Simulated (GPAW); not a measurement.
BaTiO3:

```xyz
5
Lattice="3.9998 0.0000 0.0000 0.0000 3.9998 0.0000 0.0000 0.0000 4.0180" Properties=species:S:1:pos:R:3 pbc="T T T"
Ba    0.0000    0.0000    0.0000
Ti    1.9999    1.9999    1.9688
O     0.0000    1.9999    2.0773
O     1.9999    0.0000    2.0773
O     1.9999    1.9999    0.0763
```

Base run:

```yaml
Program: GPAW 26.7.0
Functional: MS2
Potentials_or_basis: GPAW PAW data sets (gpaw-data 1.2.1)
Cutoff: 800 eV
Basis: pw
k_mesh: 4 × 4 × 4
Occupations: fermi-dirac, width 0.05 eV
Spin: spin-orbit coupling, no magnetisation
```

Its results: band gap on the k mesh 2.14 eV, indirect (least direct gap 2.38 eV); pressure 0.0 GPa; largest force 0.221 eV/Å.

**Question.** The run is repeated on the same cell with these changes: functional from MS2 to TASK. What comes out?

**Answer.** Band gap on the k mesh 2.53 eV, indirect (least direct gap 2.76 eV); pressure 14.4 GPa; largest force 0.399 eV/Å.

Caveats: spin-orbit coupling was added after a scalar SCF, so levels and gaps hold it while energy, forces, pressure and moments don't; this program's spin-orbit splittings come out too wide for heavy elements; the PAW data sets were made with another functional, which shifts forces and pressure a little.

Not every run made on this cell is shown here.
